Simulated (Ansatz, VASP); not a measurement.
**Hg in VASP and in Ansatz**

Contents of INCAR:

```
PREC = Accurate
ENCUT = 520
EDIFF = 1E-6
ISMEAR = -1
SIGMA = 0.1
LREAL = False
LASPH = True
NELM = 80
ALGO = Normal
ISIF = 2
LWAVE = False
LCHARG = False
GGA = PS
NBANDS = 19
```

KPOINTS

```
regular mesh
0
Gamma
  19 19 10
```

Contents of POSCAR:

```
Hg
1.0
    3.1472083608      0.0000000000      0.0000000000
   -1.5736041804      2.7255623915      0.0000000000
    0.0000000000      0.0000000000      5.2761923653
Hg
2
Direct
    0.3333333333      0.6666666667      0.2500000000
    0.6666666667      0.3333333333      0.7500000000
```

Input for Ansatz:

```yaml
crystal:
  lattice:
    - [3.1472083608, 0.0, 0.0]
    - [-1.5736041804, 2.7255623915, 0.0]
    - [0.0, 0.0, 5.2761923653]
  atoms:
    - { symbol: Hg, position: [0.3333333333, 0.6666666667, 0.25] }
    - { symbol: Hg, position: [0.6666666667, 0.3333333333, 0.75] }
hamiltonian:
  xc: pbesol
  pseudopotentials:
    kind: paw
    azcp:
      Hg: "pseudopotentials/Hg.paw.azcp"
basis:
  ecutwfc: 420
  fft_grid_basis: typed
kpoints:
  mp_grid: { grid: [19, 19, 10], shift: [0, 0, 0] }
magnetization:
  spin_polarized: false
scf:
  occupations: { method: fermi_dirac, width: 0.1 }
output:
  stress: true
  write_density: true
  write_potential: true
  elf: true
  volumetric_format: npy
```

Alike in both runs: task single point; functional PBEsol; k mesh 19 × 19 × 10; occupations fermi-dirac, width 0.1 eV; no spin polarisation.

```csv
,VASP,Ansatz
version,VASP 6.6.1,Ansatz 0.2.0
potentials or method,"VASP PAW PBE potentials, release 64 (Hg)","plane waves (420 eV) with PAW, scalar-relativistic"
plane-wave cutoff (eV),520,420
valence electrons in the cell,24,40
```

|  | VASP | Ansatz | Ansatz less VASP |
| --- | --- | --- | --- |
| pressure (GPa) | 2.0 | 1.6 | -0.42 |
| largest component of the traceless stress (GPa) | 0.10 | 0.06 | -0.047 |

The two sets of potentials don't hold the same shells in valence. Ansatz warned: «pseudo_functional_mismatch».

Caveats: the PAW data sets were made with another functional, which shifts forces and pressure a little (VASP). Spin-orbit coupling is left out, which matters for the levels of Hg.
